How much energy does it take to move an electron from silicon's valence band into its conduction band, and why do ten calculations on the same crystal all answer too low? They fall short of the measured 1.11 eV by 0.28 to 0.62 eV. Most of that is the fault of the functional, but some of the differences between rows come from where the bands were sampled. A second quantity from the same runs helps to tell the two apart: the direct gap, for which the electron keeps its wave vector.

Band gap of silicon from Kohn–Sham DFT without spin polarisation, for the same two-atom diamond-structure cell (edges 3.849 Å) and Fermi–Dirac smearing of 0.05 eV. Each computed gap runs from the highest filled to the lowest empty level on the k-mesh. The measured gap is the indirect gap of the bulk crystal at 300 K, 1.11 eV (textbook value quoted in arXiv:1709.02567).

| program | functional | how the value is got | potentials or basis | wave cutoff (eV) | k-mesh | computed band gap (eV) | computed less measured (eV) |
| --- | --- | --- | --- | --- | --- | --- | --- |
| ABINIT 10.8.3 (1) | LDA | Kohn-Sham, on the mesh | JTH PAW LDA v2.0 | 408.2 | 5x5x5 | 0.486 | -0.62 |
| PySCF 2.14.0 | LDA | Kohn-Sham, on the mesh | gth dzvp/gth pade | n/a | 5x5x5 | 0.577 | -0.53 |
| FLEUR MaX-R8.1 (later development tree) | PBE | Kohn-Sham, on the mesh | all electron | n/a | 8x8x8 | 0.628 | -0.48 |
| Quantum ESPRESSO 7.5 | PBE | Kohn-Sham, on the mesh | SSSP 1.3 efficiency PBE | 748.3 | 8x8x8 | 0.629 | -0.48 |
| ABINIT 10.8.3 (2) | LDA | Kohn-Sham, on the mesh | HGH LDA | 408.2 | 6x6x6 | 0.646 | -0.46 |
| ABINIT 10.8.3 (3) | revPBE | Kohn-Sham, on the mesh | PseudoDojo NC SR PBE v0.4.1 standard | 489.8 | 8x8x8 | 0.676 | -0.43 |
| ABINIT 10.8.3 (4) | revPBE | Kohn-Sham, on the mesh | JTH PAW PBE v2.0 | 408.2 | 8x8x8 | 0.677 | -0.43 |
| ABINIT 10.8.3 (5) | rPW86PBE | Kohn-Sham, on the mesh | JTH PAW PBE v2.0 | 408.2 | 8x8x8 | 0.777 | -0.33 |
| ABINIT 10.8.3 (6) | rPW86PBE | Kohn-Sham, on the mesh | PseudoDojo NC SR PBE v0.4.1 standard | 489.8 | 8x8x8 | 0.783 | -0.33 |
| ABINIT 10.8.3 (7) | OLYP | Kohn-Sham, on the mesh | JTH PAW PBE v2.0 | 408.2 | 8x8x8 | 0.835 | -0.28 |

Silicon's highest valence level lies at Γ, the centre of the Brillouin zone. Its lowest conduction level lies elsewhere, in a valley about 0.85 of the way from Γ to X, the centre of a zone face. The computed band gap in the table runs between these two places, but it uses only the levels at points of the k-mesh. The direct gap is taken at Γ, which belongs to every mesh used here. Its values stand in the printed output below the text.

**The first two rows: one functional, one mesh**

ABINIT (1) and PySCF both use LDA and the same 5x5x5 mesh, yet PySCF gives the larger gap by 0.09 eV. Its direct gap is larger too, by 0.08 eV. The sampling is identical, so the difference must come from how the electrons are represented. The potential and the small Gaussian basis change together between these rows, but a third row helps to separate them. The GTH-Padé potential of PySCF has the same parameters as the HGH potential of ABINIT (2). The direct gap, which the mesh hardly affects, is 2.519 eV with JTH, 2.55 eV with HGH in plane waves and 2.595 eV with the same potential in Gaussians. About 0.03 eV thus belongs to the potential and the larger part, about 0.05 eV, to the basis. In this pair the change moves both gaps by similar amounts.

**The PBE rows: agreement on a wrong answer**

FLEUR treats all electrons, while Quantum ESPRESSO replaces the core by a pseudopotential. With the same functional and mesh they agree to 0.001 eV, and both lie 0.48 eV below the measured gap. Such agreement shows that the PBE equations have been solved consistently. It cannot show that PBE gives the right gap, because both programs share that approximation.

The gap is a difference between two energies: the cost of removing an electron from the crystal, less the energy gained by adding one. In a large crystal, one extra electron spread over all cells hardly alters the density anywhere. A functional that reads only the local density and its gradient therefore returns almost the same potential as before. The exact potential would jump upwards by a constant as soon as the conduction band receives an electron. LDA, PBE and the other functionals in this table have no such jump, and theory identifies this as a main reason for their small gaps. The table lists differences of Kohn–Sham levels, and even for the exact potential such a difference would fall short until the jump is added to it.

A constant jump would raise the conduction levels at Γ and in the valley together. A real cure should therefore open the direct gap as well as the indirect one. The full correction is also larger than the error column suggests. The measured value refers to 300 K, where lattice vibrations have narrowed the gap by roughly a tenth of an eV, while the calculation holds the atoms still.



**ABINIT (2): an LDA gap above PBE**

The next row looks like an improvement. ABINIT (2) uses LDA, yet its gap of 0.646 eV lies above both PBE values and 0.16 eV above that of ABINIT (1). The direct gap rises by only 0.03 eV between the two ABINIT rows. Whatever changed has acted mainly on the valley, and the mesh has changed from 5x5x5 to 6x6x6.

A mesh can miss the bottom of a valley, but it cannot find a level below it. For a given potential, the missed minimum can therefore only make the gap too large. Along the line from Γ to X, the 5x5x5 mesh has a point at 0.80, close to the valley. The nearest point of the 6x6x6 mesh is X itself, and that of the 8x8x8 mesh lies at 0.75. The coarsest mesh thus comes closest to the minimum.

The size of the effect follows from treating the valley as a parabola, E = ħ²(Δk)²/2m, where Δk is the distance from the minimum and m the electron's effective mass along the line. For the 6x6x6 mesh, Δk is 0.15 of the Γ–X length of 1.15 Å⁻¹, or about 0.17 Å⁻¹. With ħ²/2m near 3.8 eV Å² for a free electron and a mass of 0.92 free-electron masses, the missed depth is 3.8 × 0.17² / 0.92, or about 0.12 eV. The valley position and the mass are rough recalled values for silicon, so the table's gaps play no part in the estimate.

For the 5x5x5 mesh the distance is a third as large, and the error, which grows with its square, is only about a hundredth of an eV. The parabola thus explains about 0.11 eV of the 0.16 eV between the two LDA rows. The different potentials move the direct gap by 0.03 eV. If they move the valley by a similar amount, they supply part of the rest, and the true share of the mesh is somewhat larger than the rough parabola gives.

ABINIT (2) exceeds Quantum ESPRESSO's PBE gap by only 0.017 eV. The estimated mesh error of the 6x6x6 row is larger than that of the 8x8x8 row by about 0.07 eV, enough to reverse the order. The apparent success of LDA is therefore best read as a sampling error that hides part of the functional's error. In a crystal such as gallium arsenide, with both band edges at Γ, a mesh containing Γ would not miss the minimum in this way.

**The revPBE and rPW86PBE rows: a change of functional at fixed mesh**

From here on, all rows use the 8x8x8 mesh. Its points still miss the valley, but by the same distance, so most of the sampling error should cancel when functionals are compared. In the rPW86PBE run with JTH potentials, the lowest sampled conduction level is indeed the one at 0.75 of the way to X. The absolute gaps remain too large for their functionals by some hundredths of an eV.

With the JTH potentials, going from revPBE to rPW86PBE raises the indirect gap by 0.10 eV and the direct gap by 0.08 eV. The PseudoDojo potentials show the same pattern, with about 0.1 eV for each. Both sets were made for PBE, so their agreement does not test whether they suit these other functionals. Both gaps open, but the rise is not general. The lowest conduction level at L lies 1.53 eV above the valence top in ABINIT (3) and 1.56 eV above it in ABINIT (5), a much smaller change, though these two runs also differ in their potentials. And rPW86PBE still ends 0.33 eV below experiment. The functional has changed the shape of the potential, which still does not jump when an electron is added.

**OLYP: the smallest error in the wrong place**

The last row comes closest to the measured gap, with a shortfall of 0.28 eV. Compared with revPBE and the same JTH potentials, OLYP raises the indirect gap by 0.16 eV. The direct gap rises by only about 0.01 eV, no more than it changes between the two potential sets under revPBE. This resembles the mark of a poor mesh, but the mesh is unchanged. Here the functional itself has moved the valley relative to Γ. The step from PBE to revPBE shows the same pattern on a smaller scale: about 0.05 eV in the indirect gap and almost nothing in the direct one.

Such a shift is possible because the conduction states at Γ and in the valley place their electrons in different parts of the crystal. A potential of a different shape therefore raises them by different amounts. Which region matters most for OLYP is untested. The potentials were also made for PBE rather than OLYP, and this mismatch may contribute.

The direct gap shows what the good indirect value conceals. Experiment puts it at roughly 3.4 eV, a recalled value, while OLYP gives 2.59 eV and PBE 2.56 eV. Both remain about 0.8 eV too low. OLYP has reduced the error in the one number that is usually quoted and left the separation of the bands at Γ almost as it was.

A neighbouring series of hybrid functionals would act differently. They mix in a part of exact exchange, which lowers filled states more strongly than empty ones, and so they widen the gap at Γ as well as the gap to the valley. When a new functional improves silicon's indirect gap, the direct gap on the same mesh is therefore the next number to check. If it has hardly moved, the valley has shifted and the general narrowing of the gap remains. If it has moved, that alone proves no cure, and the level at L is worth a look as well.

Printed output of the fit:

```
Gaps and rough mesh error:
                                      row  indirect gap (eV)  direct gap (eV)  estimated mesh excess (eV)
                        ABINIT 10.8.3 (1)              0.486            2.519                     0.01379
                             PySCF 2.14.0              0.577            2.595                     0.01379
  FLEUR MaX-R8.1 (later development tree)              0.628            2.558                     0.05517
                     Quantum ESPRESSO 7.5              0.629            2.559                     0.05517
                        ABINIT 10.8.3 (2)              0.646             2.55                      0.1241
                        ABINIT 10.8.3 (3)              0.676            2.559                     0.05517
                        ABINIT 10.8.3 (4)              0.677            2.574                     0.05517
                        ABINIT 10.8.3 (5)              0.777            2.657                     0.05517
                        ABINIT 10.8.3 (6)              0.783            2.663                     0.05517
                        ABINIT 10.8.3 (7)              0.835            2.589                     0.05517
Smallest shortfall against the measured gap (eV): 0.28
Largest shortfall against the measured gap (eV): 0.62
LDA indirect gap ABINIT (2) less ABINIT (1) (eV): 0.16
LDA direct gap ABINIT (2) less ABINIT (1) (eV): 0.03026
Estimated mesh part of that indirect difference (eV): 0.1103
LDA indirect gap PySCF less ABINIT (1) on the same mesh (eV): 0.091
LDA direct gap PySCF less ABINIT (1) on the same mesh (eV): 0.07609
Indirect gap LDA ABINIT (2) less PBE Quantum ESPRESSO (eV): 0.017
Estimated mesh excess of 6x6x6 over 8x8x8 (eV): 0.06896
PBE indirect gap Quantum ESPRESSO less FLEUR (eV): 0.001
revPBE indirect gap JTH less PseudoDojo (eV): 0.001
rPW86PBE indirect gap PseudoDojo less JTH (eV): 0.006
Indirect gap rPW86PBE less revPBE with JTH (eV): 0.1
Direct gap rPW86PBE less revPBE with JTH (eV): 0.08332
Indirect gap rPW86PBE less revPBE with PseudoDojo (eV): 0.107
Direct gap rPW86PBE less revPBE with PseudoDojo (eV): 0.1041
Indirect gap OLYP less revPBE with JTH (eV): 0.158
Direct gap OLYP less revPBE with JTH (eV): 0.01457
Indirect gap OLYP less PBE FLEUR (eV): 0.207
Direct gap OLYP less PBE FLEUR (eV): 0.03015
Rough direct shortfall of PBE FLEUR against recalled 3.4 eV (eV): 0.8416
Rough direct shortfall of OLYP against recalled 3.4 eV (eV): 0.8114
Fall of the conduction band from 0.50 to 0.75 of Gamma-X in ABINIT (5) (eV): 0.4921
Factor in intrinsic carrier density at 300 K from the PBE FLEUR gap error: 10760
```
